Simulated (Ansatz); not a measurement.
## CsI (Pm-3m), bands, slopes and optics on a fine k mesh: input and output

Level of theory: PBEsol, PAW on Ansatz 0.2.0's default frozen-core files (fitted under PBE), scalar-relativistic.

The cell comes from a PAW relaxation under the same functional.

Launched as:

```sh
ansatz run input.yaml --threads 1 --pin off --max-ram 3072MiB --backend cpu --events-out ev --progress --plain --runs-dir out
```

Input file:

```yaml
crystal:
  lattice:
    - [4.5031916819, 0.0, 0.0]
    - [0.0, 4.5031916819, 0.0]
    - [0.0, 0.0, 4.5031916819]
  atoms:
    - { symbol: Cs, position: [0.0, 0.0, 0.0] }
    - { symbol: I, position: [0.5, 0.5, 0.5] }
kpoints:
  mp_grid: { grid: [6, 6, 6] }
scf:
  occupations: { method: fixed }
hamiltonian:
  xc: pbesol
  pseudopotentials: { kind: paw }
output:
  forces: true
  stress: true
  eigenvalues: true
  eigenstates:
    nscf_kmesh: { grid: [10, 10, 10] }
    de_dk: true
    e_range: [-9, 13.85435539045]
  optics:
    e_range: [0, 25]
    de: 0.2
    sigma: 0.15
    bands: { spectra_wanted_up_to: 25 }
    nscf_kmesh: { grid: [10, 10, 10] }
checkpoint:
  write: ck
  write_wavefunctions: false
```

Output (shortened where marked):

```
Warning: RAYON_NUM_THREADS=1 ignored (pool sized by the plan → 1); use --threads N
Engine: ansatz 0.2.0, aarch64-unknown-linux-gnu
Pseudopotentials: kind: paw
Pseudopotential: Cs, paw, valence charge 9, recommended cutoff 420 eV (normal), Cs.paw.azcp
Pseudopotential: I, paw, valence charge 17, recommended cutoff 420 eV (normal), I.paw.azcp
Functional definition: PBEsol
  exchange = pbesol_x
  correlation = pbesol_c
Crystal: 2 atoms, lattice volume = 91.319 Å³
Basis set: ecut = 420 eV, 1791 PW (Γ), exchange–correlation on 64×64×64 points (8 copies of the dense FFT grid, shifted against one another)
Bands: 17, of which v1, the nominal top of the filled ones, is band 13 counted from 1 (12 counted from 0)
Symmetry: 48 space group operations
Space group: Pm-3m (ITA 221), of the structure as read, at distance tolerance 4.5e-5 Å
k-points: 20 of 216
Non-local potential: Cs, projectors of the file, l = 0: 3, l = 1: 2, l = 2: 2, l = 3: 2
Non-local potential: I, projectors of the file, l = 0: 2, l = 1: 2, l = 2: 2, l = 3: 2
PAW form: soft (Blöchl's): semilocal exchange-correlation on the pseudo side does not see the compensation charge
[... 18 lines left out ...]
NSCF: frozen V_eff on 56 k-points
NSCF: frozen V_eff on 56 k-points
output.optics: what the bands over the 67 summed would add to eps1, eps2 and the energy-loss function is held between a lower and an upper bound (5 Lanczos steps). eps1, eps2 and their loss function (loss_summed_bands) are given ...
SCF converged after 8 iterations
Free energy (F): -13021.172828 eV
Harris-Foulkes:  -13021.172828 eV  (|F-HF|=5.46e-12)
Internal energy: -13021.172828 eV  (E = F + TS)
E sigma→0 (E₀):  -13021.172828 eV
Fermi energy:    4.253014 eV
--- Per-component energies (eV) ---
  E_band       = -427.223006
  E_kinetic    = 332.302844
  E_local      = -2402.765596  (includes V_loc(G=0)·N_el)
  E_nonlocal   = -57.070310
  E_hartree    = 1197.916383
  E_xc         = -300.510053
  E_vxc        = -255.465859  (∫ρ·V_xc dr)
  E_paw        = -9720.814201  (= ΣΔE_a)
  E_vpaw       = -440.056828  (= ΣTr[D̂ρ^β])
  E_aug_tail   = 0.000010  (compensation charges beyond the density's cutoff)
  E_ewald      = -2070.788207
  E_core_change = 0.556302  (= ΣΔE_core)
  E_smearing   = -0.000000  (= −TS)
  E_closure    = 0.000000  (closes the sum)
  Σ components = -13021.172828   (vs F -13021.172828, Δ=0.00e0)
--- Forces (eV/Å), atoms counted from 1 ---
  atom   1  Cs    -0.00000000     0.00000000     0.00000000
  atom   2  I      0.00000000     0.00000000     0.00000000
  max |Σ_I F_I| component: 6.42e-29 eV/Å
--- Stress (GPa, compression-positive) ---
        0.033576       0.000000       0.000000
        0.000000       0.033576       0.000000
        0.000000       0.000000       0.033576
  P = ⅓ Tr σ = 0.0336 GPa (0.336 kbar)
--- Fermi surface from the table of eigenstates not read: on its mesh, or on one of the eight of every second point, the electrons fill whole bands (an insulator's do; a metal wants a denser output.eigenstates.nscf_kmesh) ---
```

The calculation finished and met its thresholds.

**Optical constants**

Independent-particle optical response of a crystal from Kohn-Sham bands on the fine mesh, no local fields or excitons; Cartesian axes as in the input; normal incidence from vacuum, light polarised along x.

```
Fine mesh  : 10, 10, 10
Line width : 0.15 eV
```

```tsv
photon energy (eV)	refractive index	extinction	reflectivity	loss function	absorption (×10⁵ cm⁻¹)
0.8	1.991	0	0.1098	0	0
1.6	2.023	0	0.1145	0	0
2.4	2.085	0	0.1238	0	0
3.2	2.2	0	0.1407	0	0
4	2.496	0.05	0.1833	0.0064	0.203
4.8	2.761	0.351	0.226	0.0323	1.708
5.6	2.716	1.393	0.3101	0.0872	7.905
6.4	1.983	1.45	0.2791	0.1579	9.409
7.2	2.029	1.469	0.2838	0.1514	10.72
8	0.915	1.519	0.3872	0.2811	12.32
8.8	0.826	0.821	0.1755	0.7374	7.319
9.6	1.173	0.556	0.0674	0.4593	5.408
10.4	1.393	0.52	0.0709	0.2962	5.481
11.2	1.582	0.742	0.1232	0.2516	8.418
12	1.418	1.15	0.2089	0.2934	13.99
12.8	1.311	0.975	0.1666	0.3586	12.65
13.6	1.083	1.169	0.2407	0.3925	16.11
14.4	1.101	1.078	0.2103	0.4209	15.74
15.2	0.837	1.096	0.2682	0.5076	16.88
16	0.485	0.957	0.3784	0.7008	15.52
16.8	0.571	0.588	0.1881	1.488	10.01
17.6	0.611	0.837	0.2584	0.8859	14.94
18.4	0.362	0.663	0.3693	1.474	12.37
19.2	0.423	0.429	0.2337	2.755	8.342
20	0.532	0.373	0.1439	2.223	7.57
20.8	0.478	0.252	0.1495	2.826	5.309
21.6	0.575	0.166	0.0831	1.488	3.625
22.4	0.665	0.152	0.0483	0.9321	3.449
23.2	0.642	0.163	0.0569	1.087	3.826
24	0.684	0.094	0.0382	0.5652	2.283
24.8	0.685	0.172	0.0449	0.9483	4.335
```

Optical peaks:

Highest local maxima between 0.6 eV and the top less 1.5 eV.

* Fine mesh: 10, 10, 10
* Window top: 25 eV
* Line width: 0.15 eV
* Highest loss peak energy x: 20.62 eV
* Highest loss peak height x: 3.047
* Highest eps2 peak energy x: 5.642 eV
* Highest eps2 peak height x: 7.565
* Dielectric electronic (x, y, z): 3.924, 3.924, 3.924
* Refractive index at 1 eV, x-polarised: 1.997
* Refractive index at 2 eV, x-polarised: 2.05

### Dielectric function

| Item | Value |
| --- | --- |
| Fine mesh | 10, 10, 10 |
| Line width | 0.15 eV |

```
photon energy (eV)  dielectric real xx  dielectric imag xx
               0.4               3.934                   0
               0.8               3.964                   0
               1.2               4.016                   0
               1.6               4.093                   0
                 2               4.201                   0
               2.4               4.349                   0
               2.8               4.552                   0
               3.2               4.841                   0
               3.6               5.296                   0
                 4               6.229               0.249
               4.4               6.715               1.248
               4.8                 7.5               1.939
               5.2               8.261               4.406
               5.6               5.437               7.565
                 6               2.974               7.109
               6.4               1.829               5.753
               6.8               1.285               3.826
               7.2               1.959               5.961
               7.6              -1.532               5.738
                 8              -1.469               2.781
               8.4              -0.588               1.872
               8.8               0.009               1.356
               9.2               0.623               1.169
               9.6               1.067               1.304
                10               1.258               1.313
              10.4               1.671               1.449
              10.8               1.754               1.746
              11.2               1.954               2.347
              11.6               1.714               2.744
                12               0.688               3.263
              12.4               0.724               2.268
              12.8               0.768               2.558
              13.2               0.291               2.936
              13.6              -0.193               2.533
                14               0.129               2.053
              14.4                0.05               2.375
              14.8              -0.644               1.997
              15.2                -0.5               1.834
              15.6              -0.822               1.227
                16               -0.68               0.928
              16.4              -0.325               0.648
              16.8              -0.019               0.672
              17.2               0.244               0.911
              17.6              -0.328               1.024
                18              -0.253               0.761
              18.4              -0.309                0.48
              18.8              -0.051               0.411
              19.2              -0.005               0.363
              19.6               0.115               0.332
                20               0.144               0.398
              20.4               0.106               0.337
              20.8               0.165               0.241
              21.2               0.235               0.202
              21.6               0.303                0.19
                22               0.354               0.172
              22.4                0.42               0.202
              22.8               0.419               0.233
              23.2               0.385               0.209
              23.6               0.421               0.161
                24               0.459               0.128
              24.4               0.562               0.148
              24.8                0.44               0.236
```

Caveats: frozen-core PAW files fitted under PBE, their cores solved anew for the functional of the run; no spin-orbit coupling on heavy atoms; semilocal gaps are low, and what follows the gap (onsets, screening, light masses) shifts with it.

Cost: 100 s on 1 thread of Arm Neoverse V1, with other jobs on the host, peak memory 1.1 GiB.
